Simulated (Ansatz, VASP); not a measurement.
ZnS in VASP and in Ansatz

```
CELL_PARAMETERS angstrom
3.77289 0.00000 0.00000
-1.88644 3.26742 0.00000
0.00000 0.00000 6.23400
ATOMIC_POSITIONS crystal
Zn 0.33333 0.66667 0.00000
Zn 0.66667 0.33333 0.50000
S 0.33333 0.66667 0.38500
S 0.66667 0.33333 0.88500
```

Change from the starting cell: equal xx and yy strain of -1 %.

Alike in both runs: task single point; functional PBE; k mesh 8 × 8 × 5; occupations fermi-dirac, width 0.03 eV; no spin polarisation.

|  | VASP | Ansatz |
| --- | --- | --- |
| version | VASP 6.6.1 | Ansatz 0.2.0 |
| potentials or method | VASP PAW PBE potentials, release 64 (Zn, S), cutoff 520 eV | all-electron LAPW, scalar-relativistic |

Ansatz gave:

- gap on the k mesh at the Fermi level (eV): 2.33
- pressure (GPa): 4.1
- largest component of the traceless stress (GPa): 2.48
- rms of the force components (eV/Å): 0.231

Q: Which values does VASP return?

A: gap on the k mesh at the Fermi level (eV): 2.34; pressure (GPa): 4.3; largest component of the traceless stress (GPa): 2.51; rms of the force components (eV/Å): 0.234.

Atom by atom the forces differ by 0.003 eV/Å (rms over components). Ansatz ran all-electron here, so the differences hold the error of VASP's frozen core and of both bases.
